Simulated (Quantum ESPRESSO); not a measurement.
BaTiO3: zone-centre phonons under several settings

```xyz
5
Lattice="4.0060 0.0000 0.0000 0.0000 4.0060 0.0000 0.0000 0.0000 4.0060" Properties=species:S:1:pos:R:3 pbc="T T T"
Ba    2.0030    2.0030    2.0030
Ti    0.0000    0.0000    0.0000
O     0.0000    0.0000    2.0030
O     0.0000    2.0030    0.0000
O     2.0030    0.0000    0.0000
```

All runs used Quantum ESPRESSO 7.5; k mesh 4 × 4 × 4, shifted; relaxed cell; no spin polarisation; cutoff 612 eV; occupations smeared at first, fixed for the response.

| level | potentials | volume (Å³/atom) | lowest optical mode without the field (cm⁻¹) | highest optical mode without the field (cm⁻¹) | sum of the Born charges (e) |
| --- | --- | --- | --- | --- | --- |
| LDA | GBRV 1.5 LDA | 12.27 | 95i | 480 | 0.17 |
| PBE | GBRV 1.5 PBE | 13.06 | 221i | 455 | 0.18 |
| RPBE | GBRV 1.5 PBE | 13.38 | 266i | 446 | 0.18 |
| WC | GBRV 1.5 PBE | 12.63 | 147i | 468 | 0.17 |
| revPBE | GBRV 1.5 PBE | ? | ? | ? | ? |
| vdW-DF-cx | GBRV 1.5 PBE | 12.68 | 145i | 470 | 0.18 |

Problem. What stands in the row left open?

Solution. Volume 13.29 Å³/atom; lowest optical mode without the field 255i cm⁻¹; highest optical mode without the field 448 cm⁻¹; sum of the Born charges 0.18 e.

Values marked i are imaginary: the cell is unstable against those modes at that level, or the meshes are too thin.

Caveats: some modes are imaginary; the potentials were made for another functional, which shifts forces and pressure (some runs).

For the row left open. Caveat: the mesh is thin for the dielectric tensor, Born charges and intensities, which usually come out too large; the potentials were made for another functional, which shifts forces and pressure; some modes are imaginary; the Born charges break their sum rule by 0.18 e, a sign of too thin a mesh.
